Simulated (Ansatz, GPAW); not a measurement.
# 1T-TiSTe 3 layers, AA in an electric field

Aim: the dipole that a field along the normal induces in 1T-TiSTe 3 layers, AA.

Main program and level: GPAW 26.7.0 and Ansatz 0.2.0; Ansatz plane waves; layer without images along its normal, relaxation of atoms and in-plane cell, with D3(BJ) dispersion, in the first sound run; inputs show where later runs differ.

Report form: the programs' logs are mostly left out.

### 1. The structure

The cell holds 9 atoms: 3 Te, 3 Ti and 3 S. Cell: a = 3.580 Å, b = 3.580 Å, c = 30.415 Å, α = 90.0°, β = 90.0°, γ = 120.0°. Regions: layer 1: 1T-TiSTe, 3 atoms (1 Te, 1 Ti and 1 S); layer 2: 1T-TiSTe, 3 atoms (1 Te, 1 Ti and 1 S); layer 3: 1T-TiSTe, 3 atoms (1 Te, 1 Ti and 1 S). Vacuum lies along c.

### 2. Relaxation

The atoms are relaxed first, since the surface dipole, and with it the work function, follows the positions of the outer layers.

input.yaml

```yaml
crystal:
  lattice:
    - [3.58, 0.0, 0.0]
    - [-1.79, 3.1003709455, 0.0]
    - [0.0, 0.0, 30.4152479852]
  atoms:
    - { symbol: Te, position: [0.6666666667, 0.3333333333, 0.2301477208] }
    - { symbol: Ti, position: [0.0, 0.0, 0.2941841009] }
    - { symbol: S, position: [0.3333333333, 0.6666666667, 0.341004924] }
    - { symbol: Te, position: [0.6666666667, 0.3333333333, 0.4445713984] }
    - { symbol: Ti, position: [0.0, 0.0, 0.5086077785] }
    - { symbol: S, position: [0.3333333333, 0.6666666667, 0.5554286016] }
    - { symbol: Te, position: [0.6666666667, 0.3333333333, 0.658995076] }
    - { symbol: Ti, position: [0.0, 0.0, 0.7230314561] }
    - { symbol: S, position: [0.3333333333, 0.6666666667, 0.7698522792] }
  periodic: [true, true, false]
kpoints:
  mp_grid: { grid: [9, 9, 1] }
hamiltonian:
  xc: pbe
  dispersion: d3bj
scf:
  occupations: { method: fermi_dirac, width: 0.05 }
relax:
  f_tol: 0.01
  max_steps: 90
  cell: {}
```

Started as:

```sh
> ansatz run input.yaml --threads 4 --pin off --max-ram 8192MiB --backend cpu --events-out ev --progress --plain --runs-dir out
```

It took 69 s on 4 threads of Intel Xeon Platinum 8375C at 2.90GHz (Ice Lake), shared host; peak memory 1.4 GiB.

The steps of the relaxation:

```tsv
step	energy less that of the first step (eV)	largest force component (eV/Å)	volume (Å³)
1	0.0000	1.6003	628.56
2	-0.4802	0.6925	612.61
3	-0.5925	0.0935	604.33
4	-0.6163	0.0918	605.95
5	-0.6184	0.0185	608.67
6	-0.6184	0.0165	608.88
7	-0.6186	0.0012	608.86
8*	-0.6178	0.0011	608.86
```

Relaxation steps marked * repeat the geometry before them on a plane-wave basis chosen anew for their cell, so energy and pressure can jump there.

The run keeps the 6 symmetry operations that it works with, so distortions that break them were not tested.

```tsv
cell as run	before	after	change
a (Å)	3.580	3.523	-1.6 %
b (Å)	3.580	3.523	-1.6 %
```

The atoms that moved most (Å, along periodic axes as changes of fractional coordinates times the final cell, across vacuum about the mean position):

```tsv
atom	dx	dy	dz	length
S9	0.000	0.000	-0.532	0.532
Te1	0.000	0.000	0.487	0.487
Ti2	0.000	0.000	0.441	0.441
Ti8	0.000	0.000	-0.360	0.360
Te7	0.000	0.000	-0.316	0.316
S3	0.000	0.000	0.279	0.279
S6	0.000	0.000	-0.125	0.125
Te4	0.000	0.000	0.090	0.090
```

Final coordinates:

```cif
data_structure
_symmetry_space_group_name_H-M 'P 1'
_symmetry_Int_Tables_number 1
_cell_length_a 3.5235
_cell_length_b 3.5235
_cell_length_c 56.6305
_cell_angle_alpha 90.000
_cell_angle_beta 90.000
_cell_angle_gamma 120.000
_cell_volume 608.86
loop_
_atom_site_label
_atom_site_type_symbol
_atom_site_fract_x
_atom_site_fract_y
_atom_site_fract_z
_atom_site_occupancy
Te1 Te 0.66667 0.33333 0.13220 1
Ti2 Ti 0.00000 0.00000 0.16579 1
S3 S 0.33333 0.66667 0.18807 1
Te4 Te 0.66667 0.33333 0.24036 1
Ti5 Ti 0.00000 0.00000 0.27381 1
S6 S 0.33333 0.66667 0.29610 1
Te7 Te 0.66667 0.33333 0.34835 1
Ti8 Ti 0.00000 0.00000 0.38197 1
S9 S 0.33333 0.66667 0.40408 1
```

Numbers from this step:

```yaml
free_energy: -31157.8510 eV
smearing_term_ts: 0.03847 eV
symmetry_operations: 6
```

The relaxation lowered the energy of the cell by 0.618 eV.

### 3. The slab's potential

The work function is the vacuum plateau of the electrostatic potential less the Fermi level; a dipole layer lets the two faces have plateaus of their own.

This step: GPAW, PAW setups; slab in vacuum (GPAW 26.7.0).

The cell differs from the one that the last finished run ended in (c 56.630 → 29.397 Å).

run.py

```python
import json
import numpy as np
from ase import Atoms
from gpaw import GPAW, PW

slab = Atoms(
    ['Te', 'Ti', 'S', 'Te', 'Ti', 'S', 'Te', 'Ti', 'S'],
    positions=[
        [1.76173, 1.01713, 7.00000],
        [0.00000, 0.00000, 8.90235],
        [-0.00000, 2.03427, 10.16377],
        [1.76173, 1.01713, 13.12506],
        [0.00000, -0.00000, 15.01913],
        [-0.00000, 2.03427, 16.28193],
        [1.76173, 1.01713, 19.24051],
        [-0.00000, -0.00000, 21.14480],
        [-0.00000, 2.03427, 22.39686]],
    cell=[[3.52345, 0.0, 0.0], [-1.76173, 3.0514, 0.0], [0.0, 0.0, 29.3969]],
    pbc=[True, True, False])

slab.calc = GPAW(mode=PW(400), xc='PBE', kpts={'size': (9, 9, 1), 'gamma': True},
                 occupations={'name': 'fermi-dirac', 'width': 0.05}, nbands='160%',
                 convergence={'density': 1e-05}, maxiter=200,
                 poissonsolver={'dipolelayer': 'xy'},
                 symmetry={'tolerance': 1e-3}, txt='slab.txt')
result = {}
energy = slab.get_potential_energy()
fermi = slab.calc.get_fermi_level()
v = slab.calc.get_electrostatic_potential().mean((0, 1)) - fermi
n = slab.calc.get_pseudo_density().mean((0, 1))
L = slab.cell[2, 2]
z = np.arange(len(v)) * L / len(v)
low, high = slab.positions[:, 2].min(), slab.positions[:, 2].max()
below, above = np.interp([low - 4.8, high + 4.8], z, v)
slopes = [np.interp(x, z, np.gradient(v, z)) for x in (low - 4.8, high + 4.8)]
eps = np.array([[slab.calc.get_eigenvalues(k, s) for k in range(len(slab.calc.get_ibz_k_points()))]
                for s in range(slab.calc.get_number_of_spins())]) - fermi
top, bottom = eps[eps < 0].max(), eps[eps > 0].min()
dipole = slab.get_dipole_moment()[2]
print(f'energy {energy:.4f} eV, Fermi level {fermi:.4f} eV, dipole {dipole:.5f} e A')
print(f'potential 4.8 A off the faces, from the Fermi level: lower {below:.4f} eV, upper {above:.4f} eV')
print(f'slope of the potential there: lower {slopes[0]:.5f}, upper {slopes[1]:.5f} eV/A')
print(f'nearest levels on the mesh: {top:.4f} and {bottom:.4f} eV')
print('magnetic moment', round(slab.get_magnetic_moment(), 3))
result.update(energy=energy, fermi=fermi, dipole=dipole, below=below, above=above, slopes=slopes, edges=[top, bottom],
              z=z.tolist(), v=v.tolist(), n=n.tolist(), positions=slab.positions.tolist(),
              forces=slab.get_forces(apply_constraint=False).tolist(), moments=slab.get_magnetic_moments().tolist())
json.dump(result, open('result.json', 'w'))
```

Started as:

```sh
> OMP_NUM_THREADS=1 OPENBLAS_NUM_THREADS=1 python run.py
```

It took 2.6 min on 1 thread; peak memory 0.3 GiB.

Numbers from this step:

- dipole along the normal: -0.03389 e·Å
- levels nearest the Fermi level on the mesh: -0.003740, 0.02072 eV from the Fermi level
- upper work function: 5.170 eV
- lower work function: 4.623 eV

The electrostatic potential energy of an electron (without an applied field's), less the Fermi level, planar mean oscillates, so the rows of the table below give means over windows of 1 Å about each position, cut where the curve ends. Its maxima inside the range that stand out by 2 % of the span (Å: eV): 8.0: -2.98, 9.6: -7.58, 11.4: 3.59, 14.2: -3.04, 15.6: -7.54, 17.6: 3.60, 20.3: -2.93, 21.7: -7.73. Its minima: 7.0: -20.9, 8.9: -13.8, 10.2: -15.6, 13.1: -21.0, 15.0: -13.7, 16.3: -15.7, 19.2: -20.9, 21.2: -13.6, 22.4: -15.6.

Table of electrostatic potential energy of an electron (without an applied field's), less the Fermi level, planar mean by z; means over each step:

```tsv
z (Å)	electrostatic potential energy of an electron (without an applied field's), less the Fermi level, planar mean (eV)
0	4.73
1	4.62
2	4.62
3	4.62
4	4.60
5	4.29
6	-0.521
7	-16.4
8	-5.10
9	-11.2
10	-11.6
11	0.517
12	0.849
13	-15.9
14	-5.77
15	-11.0
16	-11.3
17	-1.02
18	1.78
19	-14.6
20	-6.87
21	-10.5
22	-11.0
23	-2.66
24	4.78
25	5.15
26	5.17
27	5.17
28	5.17
29	5.14
```

The pseudo valence density, planar mean oscillates, so the rows of the table below give means over windows of 1 Å about each position, cut where the curve ends. Its maxima inside the range that stand out by 2 % of the span (Å: e/Å³): 6.5: 0.301, 7.6: 0.349, 8.8: 1.12, 12.6: 0.301, 13.6: 0.348, 15.1: 1.13, 18.7: 0.300, 19.7: 0.345, 21.2: 1.15. Its minima: 6.9: 0.112, 8.0: 0.281, 11.5: 0.0659, 13.0: 0.124, 14.1: 0.285, 17.6: 0.0664, 19.3: 0.121, 20.2: 0.286.

The pseudo valence density, planar mean by z; means over each step:

z (Å), pseudo valence density, planar mean (e/Å³) and a bar:
```
        3       0.00 
        4       0.00 
        5       0.02 #
        6       0.16 ######
        7       0.22 #######
        8       0.36 ############
        9       0.88 ##############################
       10       0.41 ##############
       11       0.18 ######
       12       0.14 #####
       13       0.21 #######
       14       0.33 ###########
       15       0.88 ##############################
       16       0.44 ###############
       17       0.22 #######
       18       0.12 ####
       19       0.21 #######
       20       0.31 ###########
       21       0.84 #############################
       22       0.49 #################
       23       0.24 ########
       24       0.02 #
       25       0.00 
       26       0.00
```

Force by atom:

```tsv
atom	x (eV/Å)	y (eV/Å)	z (eV/Å)	size
Te1	0.000	0.000	-0.149	0.149
Ti2	0.000	0.000	-0.108	0.108
S3	0.000	0.000	0.032	0.032
Te4	0.000	0.000	0.007	0.007
Ti5	0.000	0.000	-0.055	0.055
S6	0.000	0.000	0.047	0.047
Te7	0.000	0.000	0.041	0.041
Ti8	0.000	0.000	0.037	0.037
S9	0.000	0.000	0.149	0.149
```

The potential is flat to 2.1e-4 eV/Å where it is read, so the vacuum is wide enough. The geometry is the other program's minimum (found with a dispersion term); here the largest force on a free atom is 0.15 eV/Å.

### 4. Field on

A uniform field along the normal polarises the slab; the atoms stay fixed, so this is the electronic response alone.

run.py, as its differences from that of step 3:

```diff
@@ -4,2 +4,3 @@
 from gpaw import GPAW, PW
+from gpaw.external import ConstantElectricField
 
@@ -24,2 +25,3 @@
                  poissonsolver={'dipolelayer': 'xy'},
+                 external=ConstantElectricField(-0.2, [0, 0, 1]),
                  symmetry={'tolerance': 1e-3}, txt='slab.txt')
```

It took 8 min on 1 thread; peak memory 0.57 GiB.

Numbers from this step:

```yaml
dipole_along_the_normal: -0.2422 e·Å
levels_nearest_the_fermi_level_on_the_mesh: -0.005656, 0.02115 eV from the Fermi level
potential_below_the_slab_the_applied_field_s_own_ramp_left_out: 2.826 eV from the Fermi level
potential_above_the_slab_the_applied_field_s_own_ramp_left_out: 6.904 eV from the Fermi level
```

The electrostatic potential energy of an electron (without an applied field's), less the Fermi level, planar mean oscillates, so the rows of the table below give means over windows of 1 Å about each position, cut where the curve ends. Its maxima inside the range that stand out by 2 % of the span (Å: eV): 8.0: -4.31, 9.6: -8.61, 11.4: 2.94, 14.2: -3.15, 15.6: -7.36, 17.6: 4.18, 20.3: -1.82, 21.7: -6.33, 27.0: 6.90. Its minima: 7.0: -22.4, 8.9: -14.9, 10.2: -16.5, 13.1: -21.3, 15.0: -13.7, 16.3: -15.4, 19.2: -20.0, 21.1: -12.3, 22.4: -14.1.

Electrostatic potential energy of an electron (without an applied field's), less the Fermi level, planar mean against z; means over each step:

```tsv
z (Å)	electrostatic potential energy of an electron (without an applied field's), less the Fermi level, planar mean (eV)
0	3.59
1	2.83
2	2.83
3	2.83
4	2.81
5	2.52
6	-2.21
7	-17.9
8	-6.43
9	-12.3
10	-12.5
11	-0.221
12	0.310
13	-16.2
14	-5.91
15	-11.0
16	-11.1
17	-0.563
18	2.43
19	-13.8
20	-5.81
21	-9.23
22	-9.51
23	-1.03
24	6.49
25	6.88
26	6.90
27	6.90
28	6.90
29	6.65
```

Force by atom:

```tsv
atom	x (eV/Å)	y (eV/Å)	z (eV/Å)	size
Te1	0.000	0.000	-0.164	0.164
Ti2	0.000	0.000	-0.093	0.093
S3	0.000	0.000	0.030	0.030
Te4	0.000	0.000	0.007	0.007
Ti5	0.000	0.000	-0.056	0.056
S6	0.000	0.000	0.048	0.048
Te7	0.000	0.000	0.048	0.048
Ti8	0.000	0.000	-0.001	0.001
S9	0.000	0.000	0.181	0.181
```

The dipole is now -0.242 e Å, against -0.034 in the run without a field.

### 5. Field on

run.py, as its differences from that of step 4:

```diff
@@ -25,3 +25,3 @@
                  poissonsolver={'dipolelayer': 'xy'},
-                 external=ConstantElectricField(-0.2, [0, 0, 1]),
+                 external=ConstantElectricField(-0.1, [0, 0, 1]),
                  symmetry={'tolerance': 1e-3}, txt='slab.txt')
```

Wall time 8 min (1 thread); peak memory 0.57 GiB.

This step gave:

```yaml
dipole_along_the_normal: -0.1373 e·Å
levels_nearest_the_fermi_level_on_the_mesh: -0.004669, 0.02084 eV from the Fermi level
potential_below_the_slab_the_applied_field_s_own_ramp_left_out: 3.724 eV from the Fermi level
potential_above_the_slab_the_applied_field_s_own_ramp_left_out: 6.036 eV from the Fermi level
```

The electrostatic potential energy of an electron (without an applied field's), less the Fermi level, planar mean oscillates, so the rows of the table below give means over windows of 1 Å about each position, cut where the curve ends. Its maxima inside the range that stand out by 2 % of the span (Å: eV): 8.0: -3.64, 9.6: -8.10, 11.4: 3.26, 14.2: -3.09, 15.6: -7.45, 17.6: 3.89, 20.3: -2.37, 21.7: -7.03, 27.0: 6.04. Its minima: 7.0: -21.7, 8.9: -14.3, 10.2: -16.0, 13.1: -21.1, 15.0: -13.7, 16.3: -15.5, 19.2: -20.4, 21.1: -13.0, 22.4: -14.9.

The electrostatic potential energy of an electron (without an applied field's), less the Fermi level, planar mean by z; means over each step:

z (Å), electrostatic potential energy of an electron (without an applied field's), less the Fermi level, planar mean (eV) and a bar from the least value:
```
        0        4.2 ############################
        1        3.7 ###########################
        2        3.7 ###########################
        3        3.7 ###########################
        4        3.7 ###########################
        5        3.4 ###########################
        6       -1.4 ####################
        7      -17.2 
        8       -5.8 ###############
        9      -11.7 #######
       10      -12.0 #######
       11        0.1 ######################
       12        0.6 #######################
       13      -16.0 #
       14       -5.8 ###############
       15      -11.0 ########
       16      -11.2 ########
       17       -0.8 #####################
       18        2.1 #########################
       19      -14.2 ####
       20       -6.3 ##############
       21       -9.9 #########
       22      -10.2 #########
       23       -1.8 ####################
       24        5.6 #############################
       25        6.0 ##############################
       26        6.0 ##############################
       27        6.0 ##############################
       28        6.0 ##############################
       29        5.9 ##############################
```

Force by atom:

```tsv
atom	x (eV/Å)	y (eV/Å)	z (eV/Å)	size
Te1	0.000	0.000	-0.156	0.156
Ti2	0.000	0.000	-0.100	0.100
S3	0.000	0.000	0.031	0.031
Te4	0.000	0.000	0.007	0.007
Ti5	0.000	0.000	-0.055	0.055
S6	0.000	0.000	0.047	0.047
Te7	0.000	0.000	0.044	0.044
Ti8	0.000	0.000	0.018	0.018
S9	0.000	0.000	0.164	0.164
```

The dipole is now -0.137 e Å, against -0.034 in the run without a field.

### 6. In a field

run.py, as its differences from that of step 5:

```diff
@@ -25,3 +25,3 @@
                  poissonsolver={'dipolelayer': 'xy'},
-                 external=ConstantElectricField(-0.1, [0, 0, 1]),
+                 external=ConstantElectricField(-0.05, [0, 0, 1]),
                  symmetry={'tolerance': 1e-3}, txt='slab.txt')
```

The job ended after 8.7 min (1 thread; peak memory 0.57 GiB).

### 7. Field on

run.py, as its differences from that of step 6:

```diff
@@ -25,3 +25,3 @@
                  poissonsolver={'dipolelayer': 'xy'},
-                 external=ConstantElectricField(-0.05, [0, 0, 1]),
+                 external=ConstantElectricField(0.05, [0, 0, 1]),
                  symmetry={'tolerance': 1e-3}, txt='slab.txt')
```

Run time: 8.3 min. Hardware: 1 thread; peak memory 0.57 GiB.

### 8. Field on

run.py, as its differences from that of step 7:

```diff
@@ -25,3 +25,3 @@
                  poissonsolver={'dipolelayer': 'xy'},
-                 external=ConstantElectricField(0.05, [0, 0, 1]),
+                 external=ConstantElectricField(0.1, [0, 0, 1]),
                  symmetry={'tolerance': 1e-3}, txt='slab.txt')
```

Wall time 8.8 min (1 thread); peak memory 0.56 GiB.

The electrostatic potential energy of an electron (without an applied field's), less the Fermi level, planar mean oscillates, so the rows of the table below give means over windows of 1 Å about each position, cut where the curve ends. Its maxima inside the range that stand out by 2 % of the span (Å: eV): 1.8: 5.52, 8.0: -2.31, 9.6: -7.07, 11.4: 3.91, 14.2: -2.99, 15.6: -7.64, 17.6: 3.31, 20.3: -3.49, 21.7: -8.43. Its minima: 7.0: -20.1, 8.9: -13.2, 10.2: -15.1, 13.1: -20.8, 15.0: -13.8, 16.3: -15.8, 19.2: -21.3, 21.2: -14.3, 22.4: -16.4.

Table of electrostatic potential energy of an electron (without an applied field's), less the Fermi level, planar mean by z; means over each step:

z (Å), electrostatic potential energy of an electron (without an applied field's), less the Fermi level, planar mean (eV) and a bar from the least value:
```
        0        5.3 ##############################
        1        5.5 ##############################
        2        5.5 ##############################
        3        5.5 ##############################
        4        5.5 ##############################
        5        5.2 ##############################
        6        0.3 #######################
        7      -15.6 
        8       -4.4 ################
        9      -10.6 #######
       10      -11.1 #######
       11        0.9 #######################
       12        1.1 ########################
       13      -15.7 
       14       -5.7 ##############
       15      -11.0 #######
       16      -11.5 ######
       17       -1.3 ####################
       18        1.4 ########################
       19      -15.0 #
       20       -7.4 ############
       21      -11.1 ######
       22      -11.7 ######
       23       -3.5 #################
       24        3.9 ############################
       25        4.3 ############################
       26        4.3 ############################
       27        4.3 ############################
       28        4.3 ############################
       29        4.4 ############################
```

The dipole is now 0.0724 e Å, against -0.034 in the run without a field.

### 9. Field on

run.py, as its differences from that of step 8:

```diff
@@ -25,3 +25,3 @@
                  poissonsolver={'dipolelayer': 'xy'},
-                 external=ConstantElectricField(0.1, [0, 0, 1]),
+                 external=ConstantElectricField(0.2, [0, 0, 1]),
                  symmetry={'tolerance': 1e-3}, txt='slab.txt')
```

Wall time 7.4 min (1 thread); peak memory 0.57 GiB.

The electrostatic potential energy of an electron (without an applied field's), less the Fermi level, planar mean oscillates, so the rows of the table below give means over windows of 1 Å about each position, cut where the curve ends. Its maxima inside the range that stand out by 2 % of the span (Å: eV): 1.8: 6.43, 8.0: -1.65, 9.6: -6.56, 11.4: 4.24, 14.2: -2.94, 15.6: -7.73, 17.5: 3.02, 20.3: -4.04, 21.7: -9.13. Its minima: 7.0: -19.4, 8.9: -12.6, 10.2: -14.7, 13.1: -20.6, 15.0: -13.8, 16.3: -16.0, 19.2: -21.8, 21.2: -14.9, 22.4: -17.2.

Table of electrostatic potential energy of an electron (without an applied field's), less the Fermi level, planar mean by z; means over each step:

```tsv
z (Å)	electrostatic potential energy of an electron (without an applied field's), less the Fermi level, planar mean (eV)
0	5.87
1	6.43
2	6.43
3	6.42
4	6.40
5	6.07
6	1.17
7	-14.9
8	-3.77
9	-10.0
10	-10.6
11	1.25
12	1.39
13	-15.5
14	-5.63
15	-11.1
16	-11.6
17	-1.48
18	1.12
19	-15.5
20	-7.93
21	-11.7
22	-12.4
23	-4.28
24	3.07
25	3.43
26	3.44
27	3.44
28	3.44
29	3.63
```

The dipole is now 0.177 e Å, against -0.034 in the run without a field.

(Continued in part 2 of 2.)

[Logs are printed without paths, hosts, clocks, repeated set-up lines and the standing remarks that a program may print on its own settings, such as how far it seeks lower states.]

[Hosts, paths, dates, database ids (printed as entryN), source tags and the programs' standing remarks are cut or masked in the printed files.]
